## Results and discussion: cubic fluorite TiO₂ predicted from its neighbours

Repacking the same atoms moves the band gap of TiO₂ by more than an electronvolt, while the energy typically changes by less than a tenth of an electronvolt per atom. A structure can therefore be nearly as low in energy as another and yet absorb quite different light. Six structures are used here to predict the seventh, cubic fluorite, in which each Ti has eight equal oxygen neighbours.

TiO₂ in several structure types, computed with Ansatz 0.2.0 (plane-wave PAW, HSE06, 420 eV cutoff, fixed occupations, no spin polarisation) on cells relaxed with r2SCAN. Energies are free energies per atom above the lowest listed, without vibrations; gaps are the least found over the k mesh and the named k points.

| structure | space group of the cell as it ended | space group | neighbours of Ti | volume per atom (Å³) | shortest bond (Å) | k mesh | energy above lowest (meV/atom) | band gap (eV) | least direct gap (eV) |
| --- | --- | --- | --- | --- | --- | --- | --- | --- | --- |
| anatase host | I4_1/amd (141) | I4_1/amd | 6 | 11.40 | 1.933 | 6×6×6 | 0 | 3.639 | 3.993 |
| polar orthorhombic host | Pbcn (60) | Pbcn | 6 | 10.22 | 1.869 | 4×4×4 | 29 | 4.195 | 4.260 |
| rutile host | P4_2/mnm (136) | P4_2/mnm | 6 | 10.40 | 1.948 | 4×4×6 | 31 | 3.384 | 3.384 |
| monoclinic host | P2_1/c (14) | P2_1/c | 6 | 9.67 | 1.865 | 4×4×4 | 72 | 3.837 | 3.956 |
| quartz host | P6_422 (181) | P6_422 | 4 | 19.69 | 1.808 | 6×6×2 | 74 | 5.069 | 5.165 |
| tetragonal host | P4_2/nmc (137) | P4_2/nmc | 4 | 9.84 | 1.884 | 4×4×4 | 158 | 4.064 | 4.099 |
| cubic fluorite host | Fm-3m (225) | Fm-3m | 8 | 9.18 | 2.076 | 6×6×6 | ? | ? | ? |

### What sets the gap

The names in the table are those of the starting cells. The one called polar ended in Pbcn, which has a centre of inversion, so it is not polar. For quartz the program warned that the atoms just miss a symmetry operation, so its listed space group is approximate.

The number of neighbours is a poor guide. The four structures listed as sixfold alone spread over 0.81 eV. The two structures listed as fourfold are not alike either: quartz is an open framework, whereas in the tetragonal crystal four more oxygens lie at 2.43 Å, so that it is really a distorted fluorite.

The shortest bond does better. As it lengthens from quartz to rutile the gap narrows, with the monoclinic structure as the one exception to the order. Theory offers a reason. The filled levels are mainly oxygen 2p and the empty ones mainly Ti 3d; where the two mix, the empty level is pushed up, and a shorter bond pushes harder.

The coupling between p and d orbitals falls off roughly as $r^{-7/2}$, with $r$ the bond length. While it is small beside the separation of the levels, the push goes as the square of the coupling, hence as $r^{-7}$. A straight line in this quantity, fitted to the gaps of the six known structures, reads

$$E_\mathrm{gap} \approx 1.13 + 2.69\left(\frac{1.9\ \text{Å}}{r}\right)^{7}\ \text{eV}.$$

When each structure in turn is left out and predicted from the others, the typical error is 0.27 eV. For cubic fluorite, with its long bond of 2.076 Å, the bracket to the seventh power is 0.54 and the gap comes out at 2.6 eV. Because this bond is longer than any in the fit, the range must be wider than that error. A line in volume would give 3.7 eV instead, but it leans heavily on quartz alone.

The gap should be indirect. At the centre of the Brillouin zone, symmetry forbids one pair of Ti d levels in fluorite to mix with oxygen s or p, so these levels escape the push and should form the bottom of the empty bands. The top of the filled bands is expected at the zone boundary, where neighbouring oxygen orbitals oppose each other most. The least direct gap is taken to be half an electronvolt larger than the indirect one, as a matter of judgement.

### What sets the energy

Among the five dense structures, tighter packing tends to cost energy. A line through their volumes would place cubic fluorite at 131 meV/atom above anatase, which is lower than the tetragonal structure at 158 meV/atom. That order is implausible. The tetragonal crystal is cubic fluorite with its oxygens shifted and its cell stretched, and a crystal normally keeps such a distortion because it gains energy by it.

The energy thus has the shape of a double well, with the cubic crystal on the hump and the tetragonal one at the bottom. For the simplest such curve, a downward parabola plus a fourth-power term, the depth is

$$D = \frac{K u^2}{8},$$

where $u$ is the shift of each oxygen and $K$ the curvature at the bottom. The tetragonal cell gives $u = 0.456$ Å. An oxygen vibration of roughly 300 cm⁻¹, an assumed typical value, corresponds to $K \approx 5.3$ eV/Å². The depth is then $5.3 \times 0.456^2/8 \approx 0.14$ eV per oxygen. With two oxygens among three atoms this makes about 92 meV/atom, and cubic fluorite should lie near $158 + 92 = 250$ meV/atom.

The forecasts for cubic fluorite are therefore:

- **Energy above lowest:** 250 meV/atom, range 180 to 350; the highest of all the structures.
- **Band gap:** 2.6 eV, range 1.8 to 3.4; probably the smallest.
- **Least direct gap:** 3.1 eV, range 2.3 to 3.9.

### The computed values

The withheld rows as computed:

| structure | space group of the cell as it ended | space group | neighbours of Ti | volume per atom (Å³) | shortest bond (Å) | k mesh | energy above lowest (meV/atom) | band gap (eV) | least direct gap (eV) |
| --- | --- | --- | --- | --- | --- | --- | --- | --- | --- |
| cubic fluorite host | Fm-3m (225) | Fm-3m | 8 | 9.18 | 2.076 | 6×6×6 | 322 | 2.630 | 3.354 |

All three values fall within their ranges, and cubic fluorite has both the highest energy and the smallest gap. The band gap of 2.63 eV is almost exactly the forecast. The energy is 72 meV/atom above its forecast, and the direct gap 0.25 eV above.

The hit on the gap is closer than the line deserves. Fitted without quartz, the same line would have given 2.87 eV. Six bonds in so narrow a range cannot be expected to fix the power either, and a gentler power would extrapolate to a smaller gap, a steeper one to a larger. The fitted push is also two to three times the constant term for the known structures, too large for the square law from which it was derived. Moreover, if the lowest empty level is indeed the unmixed pair, bond length cannot act on it through the push from which the line was derived. Symmetry should leave one level of that pair unmixed in the tetragonal crystal too, whose lowest empty level was computed at the zone centre, so the doubt reaches into the fit itself. The shortest bond is then a useful marker of the gap, and its success here is no proof of the mechanism.

The comparison with the tetragonal crystal is more instructive, since the two differ only by a distortion. Going from tetragonal to cubic lowers the gap by 1.43 eV. It also brings the closest oxygens from 2.55 to 2.40 Å, which should raise the top of the filled bands, because filled orbitals that overlap repel each other. Symmetry should add to this. In the cubic crystal the top filled level was computed to lie at the zone boundary, as expected, so it cannot mix with the Ti d levels at the zone centre; and if it is the level in which neighbouring oxygen orbitals oppose each other most, it is odd under inversion at the Ti site and cannot mix with the d levels at its own point either. The zone boundary has three equivalent points of this kind. The oxygen shifts of the tetragonal crystal alternate in just the way that lets the filled level at one of them mix with a Ti d level at the centre, while the levels at the other two can mix with Ti d levels on the boundary. This mixing should push the filled levels down and help to widen the gap. In the tetragonal crystal the top filled level was computed near the end of the zone along the long axis, at none of these three points, and only a few hundredths of an electronvolt above the top level at the centre. How much each effect contributes is not settled here.

The energy shows where the well model falls short. The cubic crystal lies 164 meV/atom above the tetragonal one, nearly twice the estimated depth. Within the model, a deeper well at the same oxygen shift means a stiffer vibration: 400 cm⁻¹ instead of 300 would give 321 meV/atom, close to the computed 322. Choosing that value afterwards would be no test. The true well need not follow so simple a curve. The stretch of the cell, which the model leaves out, is not expected to close the miss: for a given vibration at fixed cell, the same kind of model makes the well shallower by the elastic energy of the stretch. What the estimate does get right is the order of magnitude. The argument from the distortion also rightly put the cubic crystal above the tetragonal one, whereas the packing line's value for it fell below the computed tetragonal energy.

The direct gap came out above its central forecast mainly through the offset assumed between it and the indirect gap. The computed direct gap exceeds the indirect one by 0.72 eV, against the assumed 0.5 eV. Absorption across an indirect gap needs help from vibrations and is weak, so strong absorption need not begin at 2.63 eV.

The small gap also has its price. Cubic fluorite lies $3 \times 322 = 966$ meV, almost 1 eV, above anatase per TiO₂ unit, and a distortion that lowers the energy also opens the gap again. This calculation puts anatase below rutile, whereas heat measurements make rutile the more stable. The error in their difference, neglected vibrations included, must then exceed the 31 meV/atom found here, but even an error a few times that size would not bring cubic fluorite down among the low structures. For another crystal with a distorted form of the same family, the same two questions are worth asking: how far have the atoms moved, and which bonds have they shortened? The printed analysis that follows gives the fits and the well estimate.

Output of the analysis:

```
fit of band_gap on 6 rows: constant 1.13 +/- 0.49, coefficient of pd 2.693 +/- 0.44; rms 0.168, worst monoclinic host 0.361, leave-one-out rms 0.266
  rows outside the fit (model, value, miss): cubic fluorite host 2.579, 2.63, -0.0513
fit of band_gap on 5 rows (volume_per_atom < 15): constant 1.789 +/- 0.72, coefficient of pd 2.015 +/- 0.71; rms 0.151, worst monoclinic host 0.247, leave-one-out rms 0.257
  rows outside the fit (model, value, miss): quartz host 4.642, 5.069, -0.427; cubic fluorite host 2.873, 2.63, 0.243
fit of band_gap on 6 rows: constant 2.557 +/- 0.53, coefficient of volume_per_atom 0.1242 +/- 0.043; rms 0.304, worst rutile host 0.465, leave-one-out rms 1.39
  rows outside the fit (model, value, miss): cubic fluorite host 3.697, 2.63, 1.07
fit of energy_above_lowest on 5 rows (volume_per_atom < 15): constant 726.4 +/- 379, coefficient of volume_per_atom -64.86 +/- 37; rms 38.5, worst tetragonal host -69.8, leave-one-out rms 67.8
  rows outside the fit (model, value, miss): quartz host -550.6, 74, -625; cubic fluorite host 131, 322, -191
tetragonal row, longer set of four Ti-O distances (angstrom): 2.433
tetragonal row, shift of each oxygen from the fluorite-like height (angstrom): 0.4555
tetragonal row, shortest O-O distance (angstrom): 2.549
cubic fluorite, shortest O-O distance (angstrom): 2.397
estimated well depth (meV/atom): 91.57
cubic fluorite, energy from the well estimate (meV/atom): 249.6
the same with a vibration of 200 cm-1 (meV/atom): 198.7
the same with a vibration of 400 cm-1 (meV/atom): 320.8
spread of the gap among the sixfold rows (eV): 0.811
anatase, direct gap less gap (eV): 0.354
energy, computed less forecast (meV/atom): 72
band gap, computed less forecast (eV): 0.03
direct gap, computed less forecast (eV): 0.254
energy of cubic fluorite less that of the tetragonal row (meV/atom): 164
gap of cubic fluorite less that of the tetragonal row (eV): -1.434
cubic fluorite, direct gap less gap (eV): 0.724
```
